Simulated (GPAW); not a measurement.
Crystal: Lu.

```xyz
2
Lattice="3.5031 0.0000 0.0000 -1.7515 3.0338 0.0000 0.0000 0.0000 5.5509" Properties=species:S:1:pos:R:3 pbc="T T T"
Lu    1.7516    1.0113    4.1632
Lu    0.0000    2.0225    1.3877
```

| Property | Result |
| --- | --- |
| Program | GPAW 26.7.0 |
| Task | relaxation of cell and atoms |
| Functional | TPSS |
| Potentials or basis | GPAW PAW data sets (gpaw-data 1.2.1) |
| Cutoff | 800 eV |
| Basis | pw |
| k mesh | 5 × 5 × 3 |
| Occupations | fermi-dirac, width 0.05 eV |
| Spin | no spin polarisation |

At the start: pressure -1.4 GPa; volume 29.50 Å³/atom.

Question: Where does the relaxation end?

Answer: Over 6 steps the energy falls by 10.8 meV/atom and the volume is 28.46 Å³/atom (-3.5 %); space group P6_3/mmc (No. 194, to 0.05 Å).

The path:
| step | energy change (eV) | largest force (eV/Å) | pressure (GPa) | volume (Å³) |
| --- | --- | --- | --- | --- |
| 1 | 0.0000 | 0.0000 | -1.36 | 58.99 |
| 2 | -0.0030 | 0.0000 | -1.16 | 58.68 |
| 3 | -0.0165 | 0.0000 | 0.60 | 56.23 |
| 4 | -0.0175 | 0.0000 | 0.35 | 56.51 |
| 5 | -0.0206 | 0.0000 | -0.03 | 56.91 |
| 6 | -0.0217 | 0.0000 | -0.07 | 56.93 |

Final structure:
```yaml
crystal:
  lattice:
    - [3.49976, 0.00000, 0.00000]
    - [-1.74988, 3.03088, 0.00000]
    - [0.00000, 0.00000, 5.36688]
  atoms:
    - { symbol: Lu, position: [0.66667, 0.33333, 0.75000] }
    - { symbol: Lu, position: [0.33333, 0.66667, 0.25000] }
```

Caveat: the k mesh is coarse (spacing up to 0.41 Å⁻¹), so the values aren't converged; one-centre terms of the f shell are cut off; later steps reuse the first step's grids; the PAW data sets were made with another functional, which shifts forces and pressure a little.
